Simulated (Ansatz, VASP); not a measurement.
# Two plane-wave programs on C

```
C
1.0
     2.65846    0.00000    0.00000
     0.00000    2.65846    0.00000
     0.00000    0.00000    2.65846
C
3
Direct
  0.50000 0.00000 0.00000
  0.00000 0.50000 0.00000
  0.00000 0.00000 0.50000
```

Alike in both runs: functional PBE; k mesh 6 × 6 × 6; occupations gaussian, width 0.1 eV; no spin polarisation.

Ansatz relaxed the structure, and its values are those at the end. VASP's run is a single point on that final structure, the one shown.

```csv
,VASP,Ansatz
version,VASP 6.6.1,Ansatz 0.2.0
potentials or method,"VASP PAW PBE potentials, release 64 (C)","scalar-relativistic, plane waves, PAW"
plane-wave cutoff (eV),520,420
valence electrons in the cell,12,12
```

```tsv
	VASP	Ansatz	Ansatz less VASP
gap on the k mesh at the Fermi level (eV)	none	none	-
pressure (GPa)	-0.1	-0.2	-0.02
```

A gap of «none» marks a metal or a gap that the smearing closes.

Caveats: the k mesh is coarse (spacing up to 0.39 Å⁻¹), so the values aren't converged.
